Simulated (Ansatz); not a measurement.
## CuO: band structure with PBE+U

The system is CuO.

```xyz
4
Lattice="1.9910 -2.1536 0.0000 1.9910 2.1536 0.0000 0.0000 0.0000 5.1559" Properties=species:S:1:pos:R:3 pbc="T T T"
Cu    0.9955   -1.0768    0.0000
Cu    0.9955    1.0768    2.5780
O     1.9910    0.0000    1.2890
O     1.9910    0.0000    3.8669
```

Measurements of this composition are mostly on another form, of space group No. 15.

```json
{"Program": "Ansatz 0.2.0", "Task": "band structure", "Functional": "PBE", "Potentials or basis": "Ansatz PAW", "Cutoff": "420 eV (not typed: the program's choice for these potentials)", "k mesh": "9 × 9 × 5", "Occupations": "fermi-dirac, width 0.05 eV", "Spin": "no spin polarisation", "Hubbard terms": "Cu d U = 5.3 eV", "Path": "[[\"G\", \"X\", \"S\", \"R\", \"A\", \"Z\", \"G\", \"Y\", \"X1\", \"A1\", \"T\", \"Y\"], [\"Z\", \"T\"]]", "Points for each segment of the path": "14", "Hubbard projectors": "ortho-atomic (the default)", "Double counting": "fll (the default)"}
```

| Property | Result |
| --- | --- |
| Pressure | 4.3 GPa |
| Band gap on the k mesh | none (metal or under the smearing width) |

Stress tensor (GPa, compression positive):
```
4.24 0.00 0.00
0.00 3.90 0.00
0.00 0.00 4.73
```

Levels at the corners of the path, in eV from the Fermi level:
| point | band 23 | band 24 | band 25 | band 26 | band 27 | band 28 |
| --- | --- | --- | --- | --- | --- | --- |
| Γ | -2.76 | -2.10 | 0.63 | 0.83 | 1.77 | 6.68 |
| X | -2.00 | -1.91 | -1.83 | 1.24 | 2.96 | 7.67 |
| S | -2.50 | -1.84 | 0.33 | 0.56 | 4.33 | 6.42 |
| R | -2.80 | -2.49 | -0.25 | 0.71 | 4.90 | 6.44 |
| A | -2.27 | -2.27 | -0.52 | -0.52 | 4.75 | 4.75 |
| Z | -1.94 | -1.94 | 0.20 | 0.20 | 3.92 | 3.92 |
| Γ | -2.76 | -2.10 | 0.63 | 0.83 | 1.77 | 6.68 |
| Y | -1.98 | -1.86 | -1.83 | 1.25 | 2.82 | 7.87 |
| X1 | -2.00 | -1.91 | -1.83 | 1.24 | 2.96 | 7.67 |
| A1 | -2.27 | -2.27 | -0.52 | -0.52 | 4.75 | 4.75 |
| T | -2.24 | -2.24 | -0.53 | -0.53 | 4.70 | 4.70 |
| Y | -1.98 | -1.86 | -1.83 | 1.25 | 2.82 | 7.87 |
| Z | -1.94 | -1.94 | 0.20 | 0.20 | 3.92 | 3.92 |
| T | -2.24 | -2.24 | -0.53 | -0.53 | 4.70 | 4.70 |

Eigenvalues of the final occupation matrices:
```tsv
site	spin	trace	eigenvalues
site 1	1	4.76	0.80 0.97 0.99 0.99 1.00
site 2	1	4.76	0.80 0.97 0.99 0.99 1.00
```

Run time: 8.3 s on 2 threads of Arm Neoverse V1 (shared host), peak memory 0.5 GiB.

Caveat: the pressure holds a Pulay correction of +0.7 GPa for the finite cutoff; the run has no spin polarisation, though such a crystal can be magnetic; U without spin polarisation on a metal has little footing.
